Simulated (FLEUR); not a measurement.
Crystal: HgSe.

```
CELL_PARAMETERS angstrom
0.00000 3.03900 3.03900
3.03900 0.00000 3.03900
3.03900 3.03900 0.00000
ATOMIC_POSITIONS crystal
Hg 0.00000 0.00000 0.00000
Se 0.75000 0.75000 0.75000
```

Program: FLEUR MaX-R8.1 (later development tree). Alike in all runs: task band structure; level PBE; potentials or basis all-electron, FLAPW; no spin polarisation; cell as given; k mesh 8 × 8 × 8; smearing fermi-dirac 0.05 eV. Hardware: 1 thread of Arm Neoverse V1, with other jobs on the host.

Order these runs on this cell by their wall time, lowest first.
A. inpgen profile precise; gmax 25 1/bohr; lmax Hg 12, Se 12; kmax 5 1/bohr
B. inpgen profile moderate; gmax 22.5 1/bohr; lmax Hg 9, Se 9; kmax 4.5 1/bohr
C. inpgen profile veryFastHighL; gmax 17.5 1/bohr; lmax Hg 8, Se 8; kmax 3.5 1/bohr

C (43 s), B (160 s), A (360 s).
